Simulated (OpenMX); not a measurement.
A run of OpenMX 3.8.5:

C.dat

```
System.CurrrentDirectory             ./
System.Name                          C
DATA.PATH                            ./DFT_DATA13
level.of.stdout                      1
level.of.fileout                     0
Species.Number                       1
<Definition.of.Atomic.Species
  C   C5.0-s2p2d1            C_CA13
Definition.of.Atomic.Species>

Atoms.Number                         4
Atoms.SpeciesAndCoordinates.Unit     Ang
<Atoms.SpeciesAndCoordinates
    1  C     0.0000000000    0.0000000000    2.1660632067   2.000  2.000
    2  C     0.0000000000    0.0000000001   18.7315496746   2.000  2.000
    3  C     0.0000000000    0.0000000000    6.1162956311   2.000  2.000
    4  C     0.0000000000    0.0000000001   22.6817820990   2.000  2.000
Atoms.SpeciesAndCoordinates>

Atoms.UnitVectors.Unit               Ang
<Atoms.UnitVectors
     1.2331880975    0.7191012949    8.2826151019
    -1.2331880975    0.7191012949    8.2826151019
     0.0000000000   -1.4382025897    8.2826151019
Atoms.UnitVectors>

scf.XcType                           LDA
scf.SpinPolarization                 off
scf.ElectronicTemperature            580.226
scf.energycutoff                     300.0
scf.maxIter                          100
scf.EigenvalueSolver                 band
scf.Kgrid                            12 12 12
scf.Mixing.Type                      rmm-diisk
scf.Init.Mixing.Weight               0.1
scf.Min.Mixing.Weight                0.001
scf.Max.Mixing.Weight                0.1
scf.Mixing.History                   25
scf.Mixing.StartPulay                8
scf.criterion                        1.0e-8
scf.stress.tensor                    on
MD.Type                              nomd
scf.eigen.lib                        elpa1
scf.lapack.dste                      dstevx
scf.Ngrid                            21 21 21
```

Potentials or basis: OpenMX 2013 LDA set, C5.0-s2p2d1, fixed grid of 21 × 21 × 21 points.

Command:

```console
$ openmx C.dat -nt 1 > C.std
```

Hardware: 1 thread of Arm Neoverse V1, on a shared host.

Problem. How long does it take, and how much memory?

Solution. Run time: 2.2 min on 1 thread of Arm Neoverse V1, with other jobs on the host, peak memory 0.23 GiB. Counts: k points 864, basis 52, scf iterations 21.
